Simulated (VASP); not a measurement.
Input of a VASP 6.6.1 run:

Contents of INCAR:

```
SYSTEM = As2Pt
PREC     = Accurate       ! precision mode
ENCUT    = 600            ! plane-wave cutoff, eV
EDIFF    = 1E-7           ! SCF threshold, eV
ISMEAR   = 0              ! smearing method
SIGMA    = 0.03           ! smearing width, eV
LREAL    = .FALSE.        ! projectors in reciprocal space
LASPH    = .TRUE.         ! aspherical terms in the spheres
NELM     = 80             ! most SCF steps
ALGO     = Normal         ! electronic algorithm
ISIF     = 3              ! what is computed and relaxed
LWAVE    = .FALSE.        ! write WAVECAR
LCHARG   = .FALSE.        ! write CHGCAR
GGA      = PS             ! functional
IBRION   = 2              ! ionic algorithm
NSW      = 90             ! ionic steps
EDIFFG   = -0.005         ! ionic threshold
KPAR     = 4
```

The input KPOINTS:

```
regular mesh
0
G
  6 6 6
  0 0 0
```

Contents of POSCAR:

```
As2Pt                                   
1.0
    5.9828939147      0.0000000000     -0.0000000000
    0.0000000000      5.9828939147      0.0000000000
    0.0000000000      0.0000000000      5.9828939147
  As              Pt            
     8     4
Direct
     0.3828931724908698    0.3828931724908698    0.3828931724908698
     0.1171068275091302    0.6171068275091303    0.8828931724908697
     0.8828931724908697    0.1171068275091302    0.6171068275091303
     0.6171068275091303    0.8828931724908697    0.1171068275091302
     0.6171068275091303    0.6171068275091303    0.6171068275091303
     0.8828931724908697    0.3828931724908698    0.1171068275091302
     0.1171068275091302    0.8828931724908697    0.3828931724908698
     0.3828931724908698    0.1171068275091302    0.8828931724908697
     0.0000000000000000    0.0000000000000000    0.0000000000000000
     0.5000000000000000    0.0000000000000000    0.5000000000000000
     0.5000000000000000    0.5000000000000000    0.0000000000000000
     0.0000000000000000    0.5000000000000000    0.5000000000000000
```

Potentials or basis: VASP PAW PBE potentials, release 64 (As, Pt).

Launch:

```sh
$ cat potpaw_PBE.64/As/POTCAR potpaw_PBE.64/Pt/POTCAR > POTCAR
$ mpirun -np 4 vasp_std > vasp.out
```

**Question.** Predict the band gap on the k mesh.

**Answer.** 0.26 eV, indirect (least direct gap 1.00 eV).

Forces on the atoms (eV/Å):
```
As  -0.001 -0.001 -0.001
As   0.001  0.001 -0.001
As  -0.001  0.001  0.001
As   0.001 -0.001  0.001
As   0.001  0.001  0.001
As  -0.001 -0.001  0.001
As   0.001 -0.001 -0.001
As  -0.001  0.001 -0.001
Pt   0.000  0.000  0.000
Pt   0.000  0.000  0.000
Pt   0.000  0.000  0.000
Pt   0.000  0.000  0.000
```

Caveat: the relaxation stopped at its first step, so nothing moved; the PAW data sets were made with another functional, which shifts forces and pressure a little; spin-orbit coupling is left out, which moves the levels of the heavy elements. A k mesh can miss the band edges.
